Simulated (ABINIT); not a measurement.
FeO (Wuestite), 2 atoms in the cell. It takes space group Fm-3m (No. 225, cubic). Conventional cell: a = 4.311 Å, b = 4.311 Å, c = 4.311 Å, α = 90.00°, β = 90.00°, γ = 90.00°. Fe (site symmetry m-3m) has 6 O at 2.16 Å as nearest neighbours. Around O (site symmetry m-3m) lie 6 Fe at 2.16 Å. 

| Property | Result |
| --- | --- |
| Program | ABINIT 10.8.3 (patched build) |
| Task | single point |
| Functional | r2SCAN |
| Potentials or basis | JTH PAW PBE v2.0 |
| Cutoff | 844 eV |
| k mesh | 11 × 11 × 11 |
| Occupations | fermi-dirac, width 0.05 eV |
| Spin | collinear spin, ferromagnetic start |
| Starting moments | [3.0, 0.0] μB |
| Fine-grid cutoff | 1442.2 eV |

Potentials or basis: JTH PAW PBE v2.0.

Launch:

```sh
$ mpirun --bind-to none -np 4 abinit run.abi > log 2>&1
```

Hardware: 4 MPI ranks on Arm Neoverse V1 (shared host).

Question: Estimate the wall time of this run.

Answer: It took 100 s on 4 MPI ranks on Arm Neoverse V1 (shared host), peak memory 0.6 GiB a rank. Counts: scf iterations 16, mpi ranks 4, k points 56, bands 16, plane waves 1131.
